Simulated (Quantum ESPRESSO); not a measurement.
Runs of Quantum ESPRESSO 7.5 on MoS2. Symmetry: R3m, No. 160, trigonal system. The conventional cell has a = 3.160 Å, b = 3.160 Å, c = 18.450 Å, α = 90.00°, β = 90.00°, γ = 120.00°. Mo (site symmetry 3m) has 6 S at 2.39 Å as nearest neighbours. S (site symmetry 3m) has 3 Mo at 2.39 Å as nearest neighbours. S (site symmetry 3m) is surrounded by 3 Mo at 2.39 Å. Measurements of this composition are mostly on another form, of space group No. 194.

| level | ASE optimiser | rVV10 parameter b | gap on the mesh (eV) | pressure (GPa) | relaxed volume (Å³/atom) | largest force (eV/Å) |
| --- | --- | --- | --- | --- | --- | --- |
| PBEsol+D3(BJ) | LBFGS | - | 0.68 | -0.1 | 16.34 | 0.02 |
| PBEsol+rVV10 | FIRE | 6.3 | 0.64 | 0.1 | (b) | 0.02 |
| PBEsol | LBFGS | - | 1.02 | 0.0 | 17.60 | 0.02 |
| PBEsol+D3 | BFGS | - | 0.82 | 0.1 | (a) | 0.02 |

Alike in all rows: task relaxation of cell and atoms; potentials or basis GBRV 1.5 PBEsol; no spin polarisation; cell relaxed; k mesh 8 × 8 × 8; cutoff (eV) 612; smearing fermi-dirac 0.05 eV.

Question: Estimate the missing entries.

Answer: (a) 16.87; (b) 16.30.

Caveats: rVV10's parameter b was fitted to another functional (some runs).

A k mesh can miss the band edges, and the runs leave out spin-orbit coupling on Mo.
